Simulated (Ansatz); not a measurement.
# HfO2 (P2_1/c): the host for defect calculations, part 2 of 2

Aim: the runs on the perfect crystal HfO2 (P2_1/c) that a defect calculation needs first.

Ansatz 0.2.0; plane-wave PAW DFT, PBEsol; relaxation of the host's cell and atoms; PAW set soft_1 (the session's first sound run).

So far. Step 3 (Dielectric tensors of the host): The principal values of the electronic dielectric tensor are 4.69, 5.07 and 5.10. The principal values of the static dielectric tensor are 14.94, 18.84 and 20.97.

## 4. Defect free supercell relaxed in its symmetry

This cell, the one that will hold the defects, is built from the relaxed host. Its coarser k-points can move the atoms a little, so it is relaxed from the symmetric sites, as the reference for the test of stability.

This step: plane-wave PAW DFT, PBEsol; relaxation of the defect-free supercell in its symmetry; PAW set soft_1 (Ansatz 0.2.0).

System of this step: HfO2 (P2_1/c). The cell holds 96 atoms: 32 Hf and 64 O. Cell: a = 10.192 Å, b = 10.355 Å, c = 10.542 Å, α = 90.0°, β = 99.6°, γ = 90.0°.

File pristine.symmetric/input.yaml:

```yaml
crystal:
  lattice:
    - [10.1921241429, 0.0, -0.0032967114]
    - [0.0, 10.3550610872, 0.0]
    - [-1.7563542387, 0.0, 10.3946742571]
  atoms:
    - { symbol: Hf, position: [0.1385773138, 0.228511038, 0.3540935296] }
    - { symbol: Hf, position: [0.3614226862, 0.478511038, 0.3959064704] }
    - { symbol: Hf, position: [0.3614226862, 0.271488962, 0.1459064704] }
    - { symbol: Hf, position: [0.1385773138, 0.021488962, 0.1040935296] }
    - { symbol: O, position: [0.2235658705, 0.3708982996, 0.4900109196] }
    - { symbol: O, position: [0.2764341295, 0.1208982996, 0.2599890804] }
    - { symbol: O, position: [0.2764341295, 0.1291017004, 0.0099890804] }
    - { symbol: O, position: [0.2235658705, 0.3791017004, 0.2400109196] }
    - { symbol: O, position: [0.0356475312, 0.1687329528, 0.1703912172] }
    - { symbol: O, position: [0.4643524688, 0.4187329528, 0.0796087828] }
    - { symbol: O, position: [0.4643524688, 0.3312670472, 0.3296087828] }
    - { symbol: O, position: [0.0356475312, 0.0812670472, 0.4203912172] }
    - { symbol: Hf, position: [0.1385773138, 0.228511038, 0.8540935297] }
    - { symbol: Hf, position: [0.3614226862, 0.478511038, 0.8959064704] }
    - { symbol: Hf, position: [0.3614226862, 0.271488962, 0.6459064704] }
    - { symbol: Hf, position: [0.1385773138, 0.021488962, 0.6040935296] }
    - { symbol: O, position: [0.2235658705, 0.3708982996, 0.9900109196] }
    - { symbol: O, position: [0.2764341295, 0.1208982996, 0.7599890804] }
    - { symbol: O, position: [0.2764341295, 0.1291017004, 0.5099890804] }
    - { symbol: O, position: [0.2235658705, 0.3791017004, 0.7400109196] }
    - { symbol: O, position: [0.0356475312, 0.1687329528, 0.6703912171] }
    - { symbol: O, position: [0.4643524688, 0.4187329528, 0.5796087829] }
    - { symbol: O, position: [0.4643524688, 0.3312670472, 0.8296087829] }
    - { symbol: O, position: [0.0356475312, 0.0812670472, 0.9203912172] }
    - { symbol: Hf, position: [0.1385773138, 0.728511038, 0.3540935296] }
    - { symbol: Hf, position: [0.3614226862, 0.978511038, 0.3959064704] }
    - { symbol: Hf, position: [0.3614226862, 0.771488962, 0.1459064704] }
    - { symbol: Hf, position: [0.1385773138, 0.521488962, 0.1040935296] }
    - { symbol: O, position: [0.2235658705, 0.8708982996, 0.4900109196] }
    - { symbol: O, position: [0.2764341295, 0.6208982996, 0.2599890804] }
[... 60 atom lines left out ...]
    - { symbol: O, position: [0.7764341295, 0.6291017004, 0.5099890804] }
    - { symbol: O, position: [0.7235658705, 0.8791017004, 0.7400109196] }
    - { symbol: O, position: [0.5356475312, 0.6687329528, 0.6703912171] }
    - { symbol: O, position: [0.9643524688, 0.9187329528, 0.5796087829] }
    - { symbol: O, position: [0.9643524688, 0.8312670472, 0.8296087829] }
    - { symbol: O, position: [0.5356475312, 0.5812670472, 0.9203912172] }
basis:
  ecutwfc: 420
  xc_grid: 2
hamiltonian:
  xc: pbesol
  pseudopotentials: { kind: paw, azcp: { folder: soft_1 }, xc_functional: pbe }
kpoints:
  mp_grid: { grid: [1, 1, 1] }
scf:
  occupations: { method: fermi_dirac, width: 0.01 }
  max_iter: 100
  lower_state_search: "off"
output:
  forces: true
relax:
  f_tol: 0.015
  max_steps: 60
  escape_saddle: false
checkpoint:
  write: "../pristine.symmetric.run"
  compress: false
  write_wavefunctions: false
  write_every: 100000
```

The run is started by

```
$ ansatz run input.yaml --threads 32 --pin off --max-ram 84787MiB --backend cuda --events-out ev --progress --plain --runs-dir out --max-vram 78GiB
```

Numbers of over 12 decimals in the logs are rounded to 6 here.

Output:

```text
[...]
device memory: the entry about to start is reckoned to put 4.2 GiB on a device that reports 162.9 GiB free (of which the cap on the GPU budget leaves the run 78.0 GiB)
GPU FFT provider: cuFFT
GPU libraries: cuBLAS 13.8.1, cuFFT 12.4.0, cuSOLVER 12.3.2
GPU matrix products: emulated (plane waves: as basis.precision tells), large ones in fixed point in workspaces of 1.00 GiB
Crystal: 96 atoms, lattice volume = 1096.995 Å³
Basis set: ecut = 420 eV, 21487 PW (Γ), exchange–correlation on 144×144×144 points (8 copies of the dense FFT grid, shifted against one another)
Bands: 730, of which v1, the nominal top of the filled ones, is band 608 counted from 1 (607 counted from 0)
Symmetry: 32 space group operations
[...]
k-points: 1
[...]
GPU buffer pool allocated for 373248 grid points (all kernels)
GPU transforms: local potential and band sums: pruned to the plane-wave sphere, on 72×72×72
[...]
SCF iter   1: F=—  HF=-535257.853435 eV  |Δ(HF+E_count)|=         —  Δρ=9.32e-2  dr2=7.78e1  Hψ=2163
[...]
SCF iter  10: F=-535233.778017 eV  HF=-535233.778016 eV  |Δ(HF+E_count)|=   1.08e-5  Δρ=1.34e-5  dr2=2.13e-6  Hψ=3176
SCF 1 converged in 10 iterations: F = -535233.778017 eV  dr2 = 2.13e-6
[...]
relax step   1: F+E_penalty+E_count = -535233.77801725 eV  Δ(F+E_penalty+E_count) = +0.000e0 eV  max|allowed force component| = 1.112e-2 eV/Å  Δτ_max = 0.0000 Å  (10 SCF iters, dr2 threshold 5.63e-6 eV, accepted)
[...]
SCF iter   4: F=-535233.778018 eV  HF=-535233.778018 eV  |Δ(HF+E_count)|=   1.71e-7  Δρ=1.51e-6  dr2=2.34e-8  Hψ=3116
SCF 2 converged in 4 iterations: F = -535233.778018 eV  dr2 = 2.34e-8
relax step   2: F+E_penalty+E_count = -535233.77801802 eV  Δ(F+E_penalty+E_count) = -7.732e-7 eV  max|allowed force component| = 1.111e-2 eV/Å  Δτ_max = 0.0000 Å  (4 SCF iters, accepted)
SCF converged after 4 iterations
Free energy (F): -535233.778018 eV
[...]
Internal energy: -535233.778018 eV  (E = F + TS)
E sigma→0 (E₀):  -535233.778018 eV
Fermi energy:    14.982627 eV
[...]
--- Forces (eV/Å), atoms counted from 1 ---
  atom   1  Hf    -0.01021601    -0.00855105    -0.00834951
  atom   2  Hf     0.01021601    -0.00855105     0.00834951
  atom   3  Hf     0.01021601     0.00855105     0.00834951
  atom   4  Hf    -0.01021601     0.00855105    -0.00834951
  atom   5  O     -0.00879871    -0.00194011    -0.00145439
  atom   6  O      0.00879871    -0.00194011     0.00145439
  [... 90 more lines of this table ...]
  max |Σ_I F_I| component: 2.43e-17 eV/Å
--- Relaxed structure (2 steps of the walk, 2 accepted, 0 SCFs on fresh bases) ---
  F+E_penalty+E_count = -535233.77801802 eV   max|allowed force component| = 1.111e-2 eV/Å
  atoms:
    - { symbol: Hf, position: [0.138577, 0.228511, 0.354094] }
    - { symbol: Hf, position: [0.361423, 0.478511, 0.395906] }
    - { symbol: Hf, position: [0.361423, 0.271489, 0.145906] }
    - { symbol: Hf, position: [0.138577, 0.021489, 0.104094] }
    - { symbol: O, position: [0.223566, 0.370898, 0.490011] }
    - { symbol: O, position: [0.2764341295, 0.120898, 0.2599890804] }
  [... 90 more lines of this table ...]
```

It took 2.3 s on 1 × NVIDIA GB200 with 32 threads of Arm Neoverse V2, shared host; peak memory 1.1 GiB; 6.1 s of CPU time.

Hardly anything moved in the relaxation; the energy changed by under 0.2 meV an atom.

## 5. Defect free supercell relaxed from displaced atoms

This step: plane-wave PAW DFT, PBEsol; relaxation of the defect-free supercell from random displacements, a test of the host's stability; PAW set soft_1 (Ansatz 0.2.0).

pristine.rattled/input.yaml, as its differences from pristine.symmetric/input.yaml of step 4:

```diff
@@ -59,6 +59,6 @@
   f_tol: 0.015
-  max_steps: 60
-  escape_saddle: false
+  max_steps: 120
+  random_displacement: { amplitude: 0.06, seed: 9852 }
 checkpoint:
-  write: "../pristine.symmetric.run"
+  write: "../pristine.rattled.run"
   compress: false
```

Output:

```text
[...]
Crystal: 96 atoms, lattice volume = 1096.995 Å³
Basis set: ecut = 420 eV, 21487 PW (Γ), exchange–correlation on 144×144×144 points (8 copies of the dense FFT grid, shifted against one another)
Bands: 730, of which v1, the nominal top of the filled ones, is band 608 counted from 1 (607 counted from 0)
Symmetry: 1 space group operations
k-points: 1
[...]
SCF iter   1: F=—  HF=-535255.609255 eV  |Δ(HF+E_count)|=         —  Δρ=9.36e-2  dr2=7.92e1  Hψ=2164
[...]
SCF iter   2: F=—  HF=-535237.401422 eV  |Δ(HF+E_count)|=    1.82e1  Δρ=4.19e-2  dr2=1.81e1  Hψ=1422
[...]
SCF iter  11: F=-535231.102847 eV  HF=-535231.102847 eV  |Δ(HF+E_count)|=   2.16e-6  Δρ=1.50e-5  dr2=2.22e-6  Hψ=3393
SCF 1 converged in 11 iterations: F = -535231.102847 eV  dr2 = 2.22e-6
[...]
relax step   1: F+E_penalty+E_count = -535231.10284700 eV  Δ(F+E_penalty+E_count) = +0.000e0 eV  max|allowed force component| = 2.372e0 eV/Å  Δτ_max = 0.0000 Å  (11 SCF iters, dr2 threshold 5.63e-6 eV, accepted)
[...]
relax step   2: F+E_penalty+E_count = -535232.94953446 eV  Δ(F+E_penalty+E_count) = -1.847e0 eV  max|allowed force component| = 1.066e0 eV/Å  Δτ_max = 0.1253 Å  (7 SCF iters, dr2 threshold 1.00e-4 eV, accepted)
relax step   3: F+E_penalty+E_count = -535233.77684443 eV  Δ(F+E_penalty+E_count) = -8.273e-1 eV  max|allowed force component| = 2.964e-2 eV/Å  Δτ_max = 0.0780 Å  (6 SCF iters, dr2 threshold 7.10e-5 eV, accepted)
relax step   4: F+E_penalty+E_count = -535233.77688016 eV  Δ(F+E_penalty+E_count) = -3.573e-5 eV  max|allowed force component| = 2.967e-2 eV/Å  Δτ_max = 0.0000 Å  (6 SCF iters, accepted)
[...]
SCF iter   1: F=—  HF=-535233.770746 eV  |Δ(HF+E_count)|=         —  Δρ=6.61e-4  dr2=2.36e-3  Hψ=1336
[...]
SCF iter   2: F=—  HF=-535233.770278 eV  |Δ(HF+E_count)|=   4.68e-4  Δρ=3.35e-4  dr2=5.38e-4  Hψ=840
[...]
SCF iter   7: F=-535233.778671 eV  HF=-535233.778671 eV  |Δ(HF+E_count)|=   1.34e-7  Δρ=1.37e-6  dr2=2.20e-8  Hψ=3105
SCF 5 converged in 7 iterations: F = -535233.778671 eV  dr2 = 2.20e-8
[...]
relax step   5: F+E_penalty+E_count = -535233.77867139 eV  Δ(F+E_penalty+E_count) = -1.791e-3 eV  max|allowed force component| = 2.048e-3 eV/Å  Δτ_max = 0.0085 Å  (7 SCF iters, accepted)
SCF converged after 7 iterations
Free energy (F): -535233.778671 eV
[...]
Internal energy: -535233.778671 eV  (E = F + TS)
E sigma→0 (E₀):  -535233.778671 eV
Fermi energy:    14.981588 eV
[...]
--- Forces (eV/Å), atoms counted from 1 ---
  atom   1  Hf     0.00115660    -0.00089431     0.00152728
  atom   2  Hf     0.00010860    -0.00070599     0.00071238
  atom   3  Hf    -0.00014294    -0.00066971     0.00204814
  atom   4  Hf     0.00116251     0.00073768     0.00004150
  atom   5  O     -0.00096173    -0.00020681     0.00054795
  atom   6  O     -0.00001977    -0.00038117    -0.00006870
  [... 90 more lines of this table ...]
  max |Σ_I F_I| component: 9.63e-5 eV/Å
--- Relaxed structure (5 steps of the walk, 5 accepted, 0 SCFs on fresh bases) ---
  F+E_penalty+E_count = -535233.77867139 eV   max|allowed force component| = 2.048e-3 eV/Å
  atoms:
    - { symbol: Hf, position: [0.139119, 0.228747, 0.354472] }
    - { symbol: Hf, position: [0.362004, 0.478742, 0.396317] }
    - { symbol: Hf, position: [0.361993, 0.271880, 0.146314] }
    - { symbol: Hf, position: [0.139115, 0.021873, 0.104482] }
    - { symbol: O, position: [0.224051, 0.371222, 0.490358] }
    - { symbol: O, position: [0.277082, 0.121209, 0.260435] }
  [... 90 more lines of this table ...]
```

It took 4.3 s on 1 × NVIDIA GB200 with 32 threads; peak memory 1.2 GiB; 15 s of CPU time.

The steps of the relaxation:

| step | energy less that of the first step (eV) | largest force component (eV/Å) |
| --- | --- | --- |
| 1 | 0.0000 | 2.3719 |
| 2 | -1.8467 | 1.0657 |
| 3 | -2.6740 | 0.0296 |
| 4 | -2.6740 | 0.0297 |
| 5 | -2.6758 | 0.0020 |

The relaxation ends 28 meV an atom lower than the displaced start, with a largest force component of 0.0020 eV/Å.

## 6. Host on a dense mesh

This step: plane-wave PAW DFT, PBEsol; single point of the defect-free host, a test of the k-point sampling; PAW set soft_1 (Ansatz 0.2.0).

System of this step: HfO2 (P2_1/c). It takes space group P2_1/c (No. 14, monoclinic). Conventional cell: a = 5.096 Å, b = 5.178 Å, c = 5.271 Å, α = 90.00°, β = 99.61°, γ = 90.00°. Nearest to Hf lie 7 O at 2.04 to 2.23 Å. Nearest to O lie 4 Hf at 2.14 to 2.23 Å. Nearest to O lie 3 Hf at 2.04 to 2.13 Å. Farther neighbours and most contacts between anions are not listed.

File dense/input.yaml:

```yaml
crystal:
  lattice:
    - [5.0960620715, 0.0, -0.0016483557]
    - [0.0, 5.1775305436, 0.0]
    - [-0.8781771194, 0.0, 5.1973371285]
  atoms:
    - { symbol: Hf, position: [0.2771546276, 0.4570220761, 0.7081870593] }
    - { symbol: Hf, position: [0.7228453724, 0.9570220761, 0.7918129407] }
    - { symbol: Hf, position: [0.7228453724, 0.5429779239, 0.2918129407] }
    - { symbol: Hf, position: [0.2771546276, 0.0429779239, 0.2081870593] }
    - { symbol: O, position: [0.447131741, 0.7417965992, 0.9800218393] }
    - { symbol: O, position: [0.552868259, 0.2417965992, 0.5199781607] }
    - { symbol: O, position: [0.552868259, 0.2582034008, 0.0199781607] }
    - { symbol: O, position: [0.447131741, 0.7582034008, 0.4800218393] }
    - { symbol: O, position: [0.0712950624, 0.3374659056, 0.3407824343] }
    - { symbol: O, position: [0.9287049376, 0.8374659056, 0.1592175657] }
    - { symbol: O, position: [0.9287049376, 0.6625340944, 0.6592175657] }
    - { symbol: O, position: [0.0712950624, 0.1625340944, 0.8407824343] }
basis:
  ecutwfc: 420
  xc_grid: 2
hamiltonian:
  xc: pbesol
  pseudopotentials: { kind: paw, azcp: { folder: soft_1 }, xc_functional: pbe }
kpoints:
  mp_grid: { grid: [6, 6, 6] }
scf:
  occupations: { method: fermi_dirac, width: 0.01 }
  max_iter: 100
  lower_state_search: "off"
checkpoint:
  write: "../dense.run"
  compress: false
  write_wavefunctions: false
  write_every: 100000
```

The run is started by

```
$ ansatz run input.yaml --threads 32 --pin off --max-ram 84787MiB --backend cpu --events-out ev --progress --plain --runs-dir out
```

Output:

```text
[...]
Crystal: 12 atoms, lattice volume = 137.124 Å³
Basis set: ecut = 420 eV, 2689 PW (Γ), exchange–correlation on 72×72×72 points (8 copies of the dense FFT grid, shifted against one another)
Bands: 88, of which v1, the nominal top of the filled ones, is band 76 counted from 1 (75 counted from 0)
Symmetry: 4 space group operations
[...]
k-points: 80 of 216
[...]
SCF iter   1: F=—  HF=-66907.278389 eV  |Δ(HF+E_count)|=         —  Δρ=9.33e-2  dr2=9.75e0  Hψ=21651
[...]
SCF iter  11: F=-66904.260422 eV  HF=-66904.260422 eV  |Δ(HF+E_count)|=   1.74e-7  Δρ=3.92e-6  dr2=2.10e-8  Hψ=20239
SCF 1 converged in 11 iterations: F = -66904.260422 eV  dr2 = 2.10e-8
[...]
SCF converged after 11 iterations
Free energy (F): -66904.260422 eV
[...]
Internal energy: -66904.260422 eV  (E = F + TS)
E sigma→0 (E₀):  -66904.260422 eV
Fermi energy:    14.981108 eV
[...]
```

It took 2.9 s on 32 threads; peak memory 2 GiB.

## 7. Defect free supercell at the zone centre

The supercell is run at the zone centre, to see how far that sampling misses the dense mesh.

System of this step: HfO2 (P2_1/c). The cell holds 96 atoms: 32 Hf and 64 O. Its edges and angles: a = 10.192 Å, b = 10.355 Å, c = 10.542 Å, α = 90.0°, β = 99.6°, γ = 90.0°.

pristine.sampling_gamma/input.yaml, as its differences from pristine.rattled/input.yaml of step 5:

```diff
@@ -55,10 +55,4 @@
   lower_state_search: "off"
-output:
-  forces: true
-relax:
-  f_tol: 0.015
-  max_steps: 120
-  random_displacement: { amplitude: 0.06, seed: 9852 }
 checkpoint:
-  write: "../pristine.rattled.run"
+  write: "../pristine.sampling_gamma.run"
   compress: false
```

The run is started by

```
$ ansatz run input.yaml --threads 32 --pin off --max-ram 84787MiB --backend cuda --events-out ev --progress --plain --runs-dir out --max-vram 78GiB
```

Output:

```text
[...]
GPU FFT provider: cuFFT
GPU libraries: cuBLAS 13.8.1, cuFFT 12.4.0, cuSOLVER 12.3.2
[...]
Crystal: 96 atoms, lattice volume = 1096.995 Å³
Basis set: ecut = 420 eV, 21487 PW (Γ), exchange–correlation on 144×144×144 points (8 copies of the dense FFT grid, shifted against one another)
Bands: 704, of which v1, the nominal top of the filled ones, is band 608 counted from 1 (607 counted from 0)
Symmetry: 32 space group operations
[...]
k-points: 1
[...]
GPU buffer pool allocated for 373248 grid points (all kernels)
[...]
SCF iter   1: F=—  HF=-535257.859317 eV  |Δ(HF+E_count)|=         —  Δρ=9.32e-2  dr2=7.78e1  Hψ=2137
[...]
SCF iter  12: F=-535233.778018 eV  HF=-535233.778018 eV  |Δ(HF+E_count)|=   1.15e-7  Δρ=1.51e-6  dr2=1.78e-8  Hψ=2002
SCF 1 converged in 12 iterations: F = -535233.778018 eV  dr2 = 1.78e-8
[...]
SCF converged after 12 iterations
Free energy (F): -535233.778018 eV
[...]
Internal energy: -535233.778018 eV  (E = F + TS)
E sigma→0 (E₀):  -535233.778018 eV
Fermi energy:    14.982631 eV
[...]
```

It took 1.5 s on 1 × NVIDIA GB200 with 32 threads; peak memory 1.1 GiB; 3.9 s of CPU time.

## 8. Outcome

| Quantity | Value |
| --- | --- |
| primitive cell vectors, lengths | 5.096, 5.178, 5.271 Å |
| electronic dielectric constant | principal values (4.69, 5.07, 5.10) |
| static dielectric constant | principal values (14.94, 18.84, 20.97) |
| gap on the k-mesh of the response run (PBEsol) | 4.03 eV |
| supercell relaxed in its symmetry less the displaced and relaxed one | 0.001 eV |
| energy an atom at the zone centre alone less that on the dense mesh | 0.003 eV |

Step 5: The energy fell by 2.676 eV from the randomly displaced start; the atoms end within 0.005 Å of the sites as typed, once the mean shift is taken out. The displaced cell ends within 0.01 eV of the symmetric one relaxed in its symmetry, so no lower structure shows in this supercell. The k-mesh can miss the band edges, so this gap is an upper bound at this level. All at zero temperature.

[Logs are printed without paths, hosts, clocks, repeated set-up lines and the standing remarks that a program may print on its own settings, such as how far it seeks lower states.]

[Hosts, paths, dates, database ids (printed as entryN), source tags and the programs' standing remarks are cut or masked in the printed files.]

[Runs of the host that timed out are not shown.]

[For some hosts the program warned that the k-mesh of the response run may be too coarse for force constants and the static dielectric constant; such warnings are not always shown.]
